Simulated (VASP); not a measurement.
# Li (Fm-3m) in VASP: a series of runs, part 2 of 2

VASP 6.6.1. The steps go on from the part before.

### 5 Single point, PBEsol, collinear spin, typed start (volume scaled by 0.94)

Input file INCAR:

```
PREC = Accurate
ENCUT = 520
EDIFF = 1E-6
ISMEAR = 0
SIGMA = 0.01
LREAL = False
LASPH = True
NELM = 150
ALGO = Normal
ISIF = 2
LWAVE = False
LCHARG = True
ISPIN = 2
MAGMOM = 1
LORBIT = 11
NUPDOWN = 1.0
GGA = PS
LELF = True
LVHAR = True
NBANDS = 12
```

Input file KPOINTS:

```
Automatic mesh
0
Gamma
  10 10 10
```

Input file POSCAR:

```
Li
1.0
    0.0000000000      2.1570486114      2.1570486114
    2.1570486114      0.0000000000      2.1570486114
    2.1570486114      2.1570486114      0.0000000000
Li
1
Direct
    0.0000000000      0.0000000000      0.0000000000
```

Potentials or basis: VASP PAW PBE potentials, release 64 (Li_sv).

Launch:

```sh
cat potpaw_PBE.64/Li_sv/POTCAR > POTCAR
mpirun -np 1 vasp_std > vasp.out
```

OUTCAR:

```text
PREC = Accurate
   ENCUT = 520
   EDIFF = 1E-6
   ISMEAR = 0
   LREAL = False
   LASPH = True
   NELM = 150
   ISIF = 2
   ISPIN = 2
   LORBIT = 11
   NUPDOWN = 1.0
   GGA = PS

 ion  position               nearest neighbor table
   1  0.000  0.000  0.000-

  LATTYP: Found a face centered cubic cell.
 ALAT       =     4.3140972228

  Lattice vectors:

 A1 = (   0.0000000000,   2.1570486114,   2.1570486114)
 A2 = (   2.1570486114,   0.0000000000,   2.1570486114)
 A3 = (   2.1570486114,   2.1570486114,   0.0000000000)

Analysis of symmetry for initial positions (statically):
=====================================================================
 Subroutine PRICEL returns:
 Original cell was already a primitive cell.

 Routine SETGRP: Setting up the symmetry group for a
 face centered cubic supercell.

 Subroutine GETGRP returns: Found 48 space group operations
 (whereof 48 operations were pure point group operations)
 out of a pool of 48 trial point group operations.

The static configuration has the point symmetry O_h .

Analysis of symmetry for dynamics (positions and initial velocities):
=====================================================================
 Subroutine PRICEL returns:
 Original cell was already a primitive cell.

 Routine SETGRP: Setting up the symmetry group for a
 face centered cubic supercell.

 Subroutine GETGRP returns: Found 48 space group operations
 (whereof 48 operations were pure point group operations)
 out of a pool of 48 trial point group operations.

The dynamic configuration has the point symmetry O_h .

Analysis of structural, dynamic, and magnetic symmetry:
=====================================================================
 Subroutine PRICEL returns:
 Original cell was already a primitive cell.

 Routine SETGRP: Setting up the symmetry group for a
 face centered cubic supercell.

 Subroutine GETGRP returns: Found 48 space group operations
 (whereof 48 operations were pure point group operations)
 out of a pool of 48 trial point group operations.

The overall configuration has the point symmetry O_h .

[... 149 lines left out ...]
 fundamental gap:     -4.5313989091
 Fermi energy:         2.7349045189

 spin component 1

 k-point     1 :       0.0000    0.0000    0.0000
  band No.  band energies     occupation
      1     -45.4059      1.00000
      2      -3.7414      1.00000
      3      14.5061      0.00000
      4      14.5061      0.00000
      5      14.5061      0.00000
      6      18.1406      0.00000
      7      18.1407      0.00000
      8      18.1407      0.00000
      9      18.9768      0.00000
     10      23.6690      0.00000
     11      25.2562      0.00000
     12      25.2562      0.00000
[... 333 lines left out ...]
      1     -45.3838      1.00000
      2      -0.6467      1.00000
      3       7.3175      0.00000
      4       8.5746      0.00000
      5       9.2553      0.00000
      6      12.6129      0.00000
      7      15.5713      0.00000
      8      25.3230      0.00000
      9      26.7185      0.00000
     10      29.5038      0.00000
     11      30.9402      0.00000
     12      31.0757      0.00000

 [... further k-points ...]

 spin component 2

 k-point     1 :       0.0000    0.0000    0.0000
  band No.  band energies     occupation
      1     -45.1733      1.00000
      2      -1.8665      0.00000
      3      15.4095      0.00000
      4      15.4095      0.00000
      5      15.4104      0.00000
      6      19.9404      0.00000
      7      19.9404      0.00000
      8      19.9412      0.00000
      9      21.3195      0.00000
     10      26.0501      0.00000
     11      27.3613      0.00000
     12      27.3642      0.00000
[... 333 lines left out ...]
      1     -45.1532      1.00000
      2       1.1618      0.00000
      3       8.9457      0.00000
      4      10.2372      0.00000
      5      10.5855      0.00000
      6      14.4704      0.00000
      7      16.9617      0.00000
      8      26.8604      0.00000
      9      28.2372      0.00000
     10      31.2422      0.00000
     11      32.5354      0.00000
     12      32.6938      0.00000

 [... further k-points ...]
[... 5 lines left out ...]
  --------------------------------------------------------------------------------------
  -------------------------------------------------------------------------------------
  Total        0.2814562      0.2814562      0.2814562     -0.0000000      0.0000000      0.0000000
  in kB       22.4652713     22.4652713     22.4652713     -0.0000000      0.0000000      0.0000000
  external PRESSURE =      22.4652713 kB  Pullay stress =       0.0000000 kB

 VOLUME and BASIS-vectors are now :
 -----------------------------------------------------------------------------
  energy-cutoff  :      520.00
  volume of cell :       20.07
      direct lattice vectors                 reciprocal lattice vectors
     0.000000000  2.157048611  2.157048611    -0.231798207  0.231798207  0.231798207
     2.157048611  0.000000000  2.157048611     0.231798207 -0.231798207  0.231798207
     2.157048611  2.157048611  0.000000000     0.231798207  0.231798207 -0.231798207

 POSITION                                       TOTAL-FORCE (eV/Angst)
 -----------------------------------------------------------------------------------
      0.00000      0.00000      0.00000        -0.000000     -0.000000     -0.000000
 -----------------------------------------------------------------------------------
    total drift:                               -0.000000      0.000000     -0.000000

  FREE ENERGIE OF THE ION-ELECTRON SYSTEM (eV)
  ---------------------------------------------------
  free  energy   TOTEN  =        -1.2268797705 eV

  energy  without entropy=       -1.2268797705  energy(sigma->0) =       -1.22687977

 total charge

# of ion       s       p       d       tot
------------------------------------------
    1        2.011   0.078   0.000   2.089

 magnetization (x)

# of ion       s       p       d       tot
------------------------------------------
    1        0.032   0.078   0.000   0.110
```

OSZICAR:

```text
N       E                     dE             d eps       ncg     rms          rms(c)
DAV:   1     0.410123432251E+01    0.41012E+01   -0.83200E+02  2264   0.212E+02
DAV:   2    -0.135172628046E+00   -0.42364E+01   -0.42060E+01  3080   0.418E+01
DAV:   3    -0.219943692187E+00   -0.84771E-01   -0.84642E-01  2912   0.443E+00
DAV:   4    -0.220824788273E+00   -0.88110E-03   -0.88108E-03  2516   0.419E-01
DAV:   5    -0.220831728401E+00   -0.69401E-05   -0.69401E-05  2820   0.358E-02    0.860E+00
DAV:   6    -0.518606071151E+00   -0.29777E+00   -0.82350E-01  2524   0.287E+00    0.380E+00
DAV:   7    -0.118598215260E+01   -0.66738E+00   -0.19606E-01  2572   0.162E+00    0.406E-01
DAV:   8    -0.122287588032E+01   -0.36894E-01   -0.11077E-02  2604   0.650E-01    0.240E-01
DAV:   9    -0.122654652792E+01   -0.36706E-02   -0.12131E-03  2372   0.192E-01    0.583E-02
DAV:  10    -0.122588388246E+01    0.66265E-03   -0.12506E-04  2576   0.633E-02    0.109E-02
DAV:  11    -0.122658262664E+01   -0.69874E-03   -0.12790E-05  2672   0.171E-02    0.652E-03
DAV:  12    -0.122687983065E+01   -0.29720E-03   -0.36875E-06  2404   0.104E-02    0.181E-03
DAV:  13    -0.122687977046E+01    0.60190E-07   -0.37114E-07  2424   0.344E-03
   1 F= -.12268798E+01 E0= -.12268798E+01  d E =-.134749E-24  mag=     1.0000
```

stdout:

```text
POSCAR found type information on POSCAR Li
 POSCAR found :  1 types and       1 ions
 scaLAPACK will be used
 -----------------------------------------------------------------------------
|                                                                             |
|                                                                             |
|     You enforced a specific xc type in the INCAR file but a different       |
|     I HOPE YOU KNOW WHAT YOU ARE DOING!                                     |
|                                                                             |
 -----------------------------------------------------------------------------

 LDA part: xc-table for (Slater+PW92), standard interpolation
 POSCAR, INCAR and KPOINTS ok, starting setup
 FFT: planning ... GRIDC
 FFT: planning ... GRID_SOFT
 FFT: planning ... GRID
 WAVECAR not read
 entering main loop
```

It took 15 s on 1 thread of Intel Xeon Platinum 8488C (Sapphire Rapids), shared host; peak memory 0.14 GiB.

Results:

```
Free energy                                           : -1.2269 eV
Net moment                                            : 1.00 μB per cell
Site moments                                          : Li +0.11 μB
Valence electrons inside the program's atomic spheres : Li 2.09
```

Caveat: the cutoff is under 1.25 times the usual one of these potentials, so pressure, stress and relaxed cells hold a basis-set (Pulay) error; the PAW data sets were made with another functional, which shifts forces and pressure a little; the total moment is fixed, so each spin has its own Fermi level.

### 6 Summary

```csv
level,spin,fixed moment (μB),cell,smearing,moment (μB)
PBEsol+D4,off,-,as given,methfessel-paxton 0.05 eV,-
PBEsol,"collinear, typed start",1.0,volume scaled by 1.06,gaussian 0.01 eV,1.00
PBEsol,"collinear, typed start",1.0,as given,gaussian 0.01 eV,1.00
PBEsol,"collinear, typed start",1.0,volume scaled by 0.94,gaussian 0.01 eV,1.00
```

Alike in all rows: task single point; potentials or basis VASP PAW PBE potentials, release 64 (Li_sv); k mesh 10 × 10 × 10; cutoff (eV) 520.

Caveats: the cutoff is under 1.25 times the usual one of these potentials, so pressure, stress and relaxed cells hold a basis-set (Pulay) error; the PAW data sets were made with another functional, which shifts forces and pressure a little; the total moment is fixed, so each spin has its own Fermi level (some runs); pairwise dispersion overbinds metals, which lowers pressure and volume (some runs).

Total energies depend on the potentials used, so only differences within one code and one set of settings carry meaning.
